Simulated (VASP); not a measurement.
# Mo (Im-3m) in VASP: a series of runs

The runs below take Mo through relaxation of cell and atoms, with PBE+D3(BJ).

Program: VASP 6.6.1. These are calculated values, not measurements. Logs are shortened: lines on timing, memory, paths and dates and some standing lists are left out, and cuts for length are marked.

### Step 1. The crystal as given

The structure is cubic, space group Im-3m (No. 229). The conventional cell has a = 3.147 Å, b = 3.147 Å, c = 3.147 Å, α = 90.00°, β = 90.00°, γ = 90.00°. Around Mo (site symmetry m-3m) lie 8 Mo at 2.73 Å.

### Step 2. Relaxation of cell and atoms, PBE+D3(BJ)

The input, INCAR:

```
PREC = Accurate
ENCUT = 520
EDIFF = 1E-7
ISMEAR = 0
SIGMA = 0.1
LREAL = False
LASPH = True
NELM = 60
ALGO = Normal
ISIF = 3
LWAVE = False
LCHARG = False
GGA = PE
IVDW = 12
IBRION = 2
NSW = 80
EDIFFG = -0.002
```

The input, KPOINTS:

```
Automatic mesh
0
Gamma
  18 18 18
```

The input, POSCAR:

```
Mo
1.0
   -1.5734150000      1.5734150000      1.5734150000
    1.5734150000     -1.5734150000      1.5734150000
    1.5734150000      1.5734150000     -1.5734150000
Mo
1
Direct
    0.0000000000      0.0000000000      0.0000000000
```

Potentials or basis: VASP PAW PBE potentials, release 64 (Mo_sv).

On the command line:

```bash
cat potpaw_PBE.64/Mo_sv/POTCAR > POTCAR
mpirun -np 1 vasp_std > vasp.out
```

OUTCAR:

```text
PREC = Accurate
   ENCUT = 520
   EDIFF = 1E-7
   ISMEAR = 0
   LREAL = False
   LASPH = True
   NELM = 60
   ISIF = 3
   GGA = PE
   IVDW = 12
   IBRION = 2
   NSW = 80
   EDIFFG = -0.002
 IVDW          = 12

 ion  position               nearest neighbor table
   1  0.000  0.000  0.000-

  LATTYP: Found a body centered cubic cell.
 ALAT       =     3.1468300000

  Lattice vectors:

 A1 = (  -1.5734150000,   1.5734150000,   1.5734150000)
 A2 = (   1.5734150000,  -1.5734150000,   1.5734150000)
 A3 = (   1.5734150000,   1.5734150000,  -1.5734150000)

Analysis of symmetry for initial positions (statically):
=====================================================================
 Subroutine PRICEL returns:
 Original cell was already a primitive cell.

 Routine SETGRP: Setting up the symmetry group for a
 body centered cubic supercell.

 Subroutine GETGRP returns: Found 48 space group operations
 (whereof 48 operations were pure point group operations)
 out of a pool of 48 trial point group operations.

The static configuration has the point symmetry O_h .

Analysis of symmetry for dynamics (positions and initial velocities):
=====================================================================
 Subroutine PRICEL returns:
 Original cell was already a primitive cell.

 Routine SETGRP: Setting up the symmetry group for a
 body centered cubic supercell.

 Subroutine GETGRP returns: Found 48 space group operations
 (whereof 48 operations were pure point group operations)
 out of a pool of 48 trial point group operations.

The dynamic configuration has the point symmetry O_h .

 Subroutine INISYM returns: Found 48 space group operations
 (whereof 48 operations are pure point group operations),
 and found     1 'primitive' translations

----------------------------------------------------------------------------------------

                                     Primitive cell

  volume of cell :      15.5808

  direct lattice vectors                    reciprocal lattice vectors
    -1.573415000  1.573415000  1.573415000     0.000000000  0.317780115  0.317780115
     1.573415000 -1.573415000  1.573415000     0.317780115  0.000000000  0.317780115
     1.573415000  1.573415000 -1.573415000     0.317780115  0.317780115  0.000000000

  length of vectors
     2.725234721  2.725234721  2.725234721     0.449408949  0.449408949  0.449408949

  position of ions in fractional coordinates (direct lattice)
     0.000000000  0.000000000  0.000000000

  ion indices of the primitive-cell ions
   primitive index   ion index
                 1           1

----------------------------------------------------------------------------------------

 KPOINTS: Automatic mesh

Automatic generation of k-mesh.
 Grid dimensions read from file:
 generate k-points for:   18   18   18

 Generating k-lattice:

  Cartesian coordinates                     Fractional coordinates (reciprocal lattice)
     0.000000000  0.017654451  0.017654451     0.055555556  0.000000000  0.000000000
     0.017654451  0.000000000  0.017654451     0.000000000  0.055555556  0.000000000
     0.017654451  0.017654451  0.000000000     0.000000000  0.000000000  0.055555556

  Length of vectors
     0.024967164  0.024967164  0.024967164

  Shift w.r.t. Gamma in fractional coordinates (k-lattice)
     0.000000000  0.000000000  0.000000000

 Subroutine IBZKPT returns following result:
 ===========================================

 Found    195 irreducible k-points:

 Following reciprocal coordinates:
            Coordinates               Weight
  0.000000  0.000000  0.000000      1.000000
  0.055556  0.000000  0.000000     12.000000
  0.111111  0.000000  0.000000     12.000000
  0.166667  0.000000  0.000000     12.000000
  0.222222  0.000000  0.000000     12.000000
  0.277778  0.000000  0.000000     12.000000
[... 16 lines left out ...]
  0.333333  0.111111 -0.000000     48.000000
  0.388889  0.111111  0.000000     48.000000
 [... further k-points ...]
   k-points           NKPTS =    195   k-points in BZ     NKDIM =    195   number of bands    NBANDS=     11
   number of dos      NEDOS =    301   number of ions     NIONS =      1
   total plane-waves  NPLWV =   8000
   dimension x,y,z NGX =    20 NGY =   20 NGZ =   20
   dimension x,y,z NGXF=    40 NGYF=   40 NGZF=   40
   ions per type =               1
   NGX,Y,Z   is equivalent  to a cutoff of  12.20, 12.20, 12.20 a.u.
   NGXF,Y,Z  is equivalent  to a cutoff of  24.40, 24.40, 24.40 a.u.
 SYSTEM =  unknown system
   PREC   = accura    normal or accurate (medium, high low for compatibility)
   ISTART =      0    job   : 0-new  1-cont  2-samecut
   ICHARG =      2    charge: 1-file 2-atom 10-const
   ISPIN  =      1    spin polarized calculation?
   LNONCOLLINEAR =      F non collinear calculations
   LSORBIT =      F    spin-orbit coupling
   LASPH  =      T    aspherical Exc in radial PAW
   ENCUT  =  520.0 eV  38.22 Ry    6.18 a.u.   5.07  5.07  5.07*2*pi/ulx,y,z
   NELM   =     60;   NELMIN=  2; NELMDL= -5     # of ELM steps
   EDIFF  = 0.1E-06   stopping-criterion for ELM
   LREAL  =      F    real-space projection
   EDIFFG = -.2E-02   stopping-criterion for IOM
   NSW    =     80    number of steps for IOM
   IBRION =      2    ionic relax: 0-MD 1-quasi-New 2-CG
   NFREE  =      1    steps in history (QN), initial steepest desc. (CG)
   ISIF   =      3    stress and relaxation
   ISYM   =      2    0-nonsym 1-usesym 2-fastsym
   POTIM  = 0.5000    time-step for ionic-motion
   TEBEG  =    0.0;   TEEND  =   0.0 temperature during run
   PSTRESS=    0.0 pullay stress
   NELECT =      14.0000    total number of electrons
   NUPDOWN=      -1.0000    fix difference up-down
   EMIN   =  10.00;   EMAX   =-10.00  energy-range for DOS
   EFERMI =   0.00;   METHOD = LEGACY
   ISMEAR =     0;   SIGMA  =   0.10  broadening in eV -4-tet -1-fermi 0-gaus
   EFERMI_NEDOS =   21; number of points for ismear=-14 and -15
   IALGO  =     38    algorithm
   IMIX   =      4    mixing-type and parameters
     AMIX     =   0.40;   BMIX     =  1.00
     AMIX_MAG =   1.60;   BMIX_MAG =  1.00
  volume/ion in A,a.u.               =      15.58       105.14
  Fermi-wavevector in a.u.,A,eV,Ry     =   1.579747  2.985289 33.954710  2.495601
  Thomas-Fermi vector in A             =   2.680079
   LORBIT       =      0    0 simple, 1 ext, 2 COOP (PROOUT), +10 PAW based schemes
   GGA     = PE    functional components
   LHFCALC =     F    Hartree Fock is set to
   AEXX    =    0.0000 exact exchange contribution
   IVDW    =    12    specifies the selected vdW correction
   LEPSILON=     F    determine dielectric tensor
   LRPA    =     F    only Hartree local field effects (RPA)
 conjugate gradient relaxation of ions
 non-spin polarized calculation
 Gauss-broadening in eV      SIGMA  =   0.10
  energy-cutoff  :      520.00
  volume of cell :       15.58
 maximum number of plane-waves:       432
   NGX = 11   NGY = 11   NGZ = 11

--------------------------------------- Ionic step        1  -------------------------------------------

 number of electron      14.0000001 magnetization

 Free energy of the ion-electron system (eV)
  ---------------------------------------------------
  ext. energy  EPLUGINS =         0.00000000
  ---------------------------------------------------
  free energy    TOTEN  =       -10.93204067 eV

  energy without entropy =      -10.92954842  energy(sigma->0) =      -10.93079455

------------------------ aborting loop because EDIFF is reached ----------------------------------------

 Edisp (eV)   -0.71626

 E8    (eV) :    -0.3375

  FORCE on cell =-STRESS in cart. coord.  units (eV):
  Direction    XX          YY          ZZ          XY          YZ          ZX
  --------------------------------------------------------------------------------------
  -------------------------------------------------------------------------------------
  Total      -0.36088    -0.36088    -0.36088     0.00000     0.00000     0.00000
  in kB     -37.10983   -37.10983   -37.10983     0.00000     0.00000     0.00000
  external pressure =      -37.11 kB  Pullay stress =        0.00 kB

 VOLUME and BASIS-vectors are now :
 -----------------------------------------------------------------------------
  energy-cutoff  :      520.00
  volume of cell :       15.58
      direct lattice vectors                 reciprocal lattice vectors
    -1.573415000  1.573415000  1.573415000     0.000000000  0.317780115  0.317780115
     1.573415000 -1.573415000  1.573415000     0.317780115  0.000000000  0.317780115
     1.573415000  1.573415000 -1.573415000     0.317780115  0.317780115  0.000000000
[... 157 lines left out ...]
 POSITION                                       TOTAL-FORCE (eV/Angst)
 -----------------------------------------------------------------------------------
      0.00000      0.00000      0.00000        -0.000000     -0.000000     -0.000000
 -----------------------------------------------------------------------------------
    total drift:                                0.000000     -0.000000      0.000000

  FREE ENERGIE OF THE ION-ELECTRON SYSTEM (eV)
  ---------------------------------------------------
  free  energy   TOTEN  =       -11.6508263145 eV

  energy  without entropy=      -11.6484929224  energy(sigma->0) =      -11.64965962

--------------------------------------- Ionic step        6  -------------------------------------------

 number of electron      13.9999998 magnetization

 Free energy of the ion-electron system (eV)
  ---------------------------------------------------
  ext. energy  EPLUGINS =         0.00000000
  ---------------------------------------------------
  free energy    TOTEN  =       -10.92412259 eV

  energy without entropy =      -10.92179159  energy(sigma->0) =      -10.92295709

 E-fermi :  12.8950     XC(G=0): -13.4872

 val. band max:       12.8900245764   @ k =  -0.3889   0.4444   0.2778
 cond. band min:      12.9071177155   @ k =   0.3889   0.1111   0.0000
 fundamental gap:      0.0170931391
 Fermi energy:        12.8950188923

 k-point     1 :       0.0000    0.0000    0.0000
  band No.  band energies     occupation
      1     -48.4133      2.00000
      2     -21.6391      2.00000
      3     -21.6391      2.00000
      4     -21.6391      2.00000
      5       5.5793      2.00000
      6      11.4730      2.00000
      7      11.4731      2.00000
      8      11.4731      2.00000
      9      14.5631      0.00000
     10      14.5631      0.00000
     11      27.7280      0.00000

 k-point     2 :       0.0556    0.0000    0.0000
  band No.  band energies     occupation
      1     -48.4049      2.00000
      2     -21.6869      2.00000
      3     -21.6538      2.00000
      4     -21.6394      2.00000
      5       5.7193      2.00000
      6      11.3933      2.00000
      7      11.4604      2.00000
      8      11.6044      2.00000
      9      14.4429      0.00000
     10      14.5648      0.00000
     11      27.8354      0.00000
[... 295 lines left out ...]
 k-point    24 :       0.3889    0.1111    0.0000
  band No.  band energies     occupation
      1     -48.1296      2.00000
      2     -23.0248      2.00000
      3     -22.1502      2.00000
      4     -21.7161      2.00000
      5       7.8666      2.00000
      6       9.5499      2.00000
      7      12.9071      0.86414
      8      14.4707      0.00000
      9      15.6418      0.00000
     10      18.3913      0.00000
     11      24.8184      0.00000

 [... further k-points ...]

------------------------ aborting loop because EDIFF is reached ----------------------------------------

 Edisp (eV)   -0.72670

 E8    (eV) :    -0.3426

  FORCE on cell =-STRESS in cart. coord.  units (eV):
  Direction    XX          YY          ZZ          XY          YZ          ZX
  --------------------------------------------------------------------------------------
  -------------------------------------------------------------------------------------
  Total       0.00000     0.00000     0.00000    -0.00000     0.00000    -0.00000
  in kB       0.00020     0.00020     0.00020    -0.00000     0.00000    -0.00000
  external pressure =        0.00 kB  Pullay stress =        0.00 kB

 VOLUME and BASIS-vectors are now :
 -----------------------------------------------------------------------------
  energy-cutoff  :      520.00
  volume of cell :       15.37
      direct lattice vectors                 reciprocal lattice vectors
    -1.566180998  1.566180998  1.566180998     0.000000000  0.319247903  0.319247903
     1.566180998 -1.566180998  1.566180998     0.319247903  0.000000000  0.319247903
     1.566180998  1.566180998 -1.566180998     0.319247903  0.319247903  0.000000000

 POSITION                                       TOTAL-FORCE (eV/Angst)
 -----------------------------------------------------------------------------------
      1.56618      1.56618     -1.56618        -0.000000     -0.000000      0.000000
 -----------------------------------------------------------------------------------
    total drift:                                0.000000      0.000000     -0.000000

  FREE ENERGIE OF THE ION-ELECTRON SYSTEM (eV)
  ---------------------------------------------------
  free  energy   TOTEN  =       -11.6508270880 eV

  energy  without entropy=      -11.6484960875  energy(sigma->0) =      -11.64966159

 reached required accuracy - stopping structural energy minimisation
```

Wall time 42 s (1 thread of AMD EPYC 9R45 (Zen 5), shared host); peak memory 0.13 GiB.

Results:

| Item | Value |
| --- | --- |
| Free energy | -11.6508 eV |
| Relaxed volume | 15.37 Å³/atom |
| Relaxed cell | a = 2.713 Å, b = 2.713 Å, c = 2.713 Å, α = 109.47°, β = 109.47°, γ = 109.47° |
| Space group after relaxing (to 0.05 Å) | Im-3m (No. 229) |
| Energy gained by relaxing | 2.5 meV/atom |
| Ionic steps | 6 |
| Pressure after relaxing | 0.0 GPa |
| Band gap on the k mesh | none (metal or under the smearing width) |
| Dispersion energy per atom | -0.727 eV |

The path:
| step | energy change (eV) | largest force (eV/Å) | pressure (GPa) | volume (Å³) |
| --- | --- | --- | --- | --- |
| 1 | 0.0000 | 0.0000 | -3.71 | 15.58 |
| 2 | 0.0181 | 0.0000 | 11.73 | 14.78 |
| 3 | -0.0025 | 0.0000 | -0.05 | 15.37 |
| 4 | -0.0025 | 0.0000 | 0.03 | 15.37 |
| 5 | -0.0025 | 0.0000 | -0.06 | 15.37 |
| 6 | -0.0025 | 0.0000 | 0.00 | 15.37 |

Final structure:
```yaml
crystal:
  lattice:
    - [-1.56618, 1.56618, 1.56618]
    - [1.56618, -1.56618, 1.56618]
    - [1.56618, 1.56618, -1.56618]
  atoms:
    - { symbol: Mo, position: [0.00000, 0.00000, 0.00000] }
```

Caveat: pairwise dispersion overbinds metals, which lowers pressure and volume.

### Step 3. Relaxation of cell and atoms, PBE+D3(BJ)

This run uses another cell than the first one, of 15.37 Å³/atom, 0.986 times its volume.

INCAR is that of step 2.

KPOINTS is that of step 2.

The input, POSCAR:

```
Mo                                      
1.0
   -1.5661809977      1.5661809977      1.5661809977
    1.5661809977     -1.5661809977      1.5661809977
    1.5661809977      1.5661809977     -1.5661809977
  Mo            
     1
Direct
     0.0000000000000000    0.0000000000000000    1.0000000000000000
```

Potentials or basis: VASP PAW PBE potentials, release 64 (Mo_sv).

On the command line:

```bash
cat potpaw_PBE.64/Mo_sv/POTCAR > POTCAR
mpirun -np 1 vasp_std > vasp.out
```

Run time: 13 s. Hardware: 1 thread of AMD EPYC 9R45 (Zen 5), shared host; peak memory 0.13 GiB.

The run converged. Its results:

```
Free energy                : -11.6507 eV
Pressure after relaxing    : 0.0 GPa
Band gap on the k mesh     : none (metal or under the smearing width)
Dispersion energy per atom : -0.727 eV
```

Final structure:
```
Mo
1.0
    -1.56618    1.56618    1.56618
     1.56618   -1.56618    1.56618
     1.56618    1.56618   -1.56618
Mo
1
Direct
  0.00000 0.00000 0.00000
```

Levels at points of the mesh, in eV from the Fermi level:
```csv
k point,band 3,band 4,band 5,band 6,band 7,band 8,band 9,band 10,band 11
"(0.00, 0.00, 0.00)",-34.53,-34.53,-7.32,-1.42,-1.42,-1.42,1.67,1.67,14.83
"(0.50, 0.00, 0.00)",-35.00,-34.55,-5.45,-3.51,1.67,1.71,2.35,4.84,11.89
"(0.50, 0.50, 0.50)",-35.55,-35.55,-5.60,-5.60,4.05,4.05,4.05,9.17,9.17
```

Caveat: the relaxation stopped at its first step, so nothing moved; pairwise dispersion overbinds metals, which lowers pressure and volume.
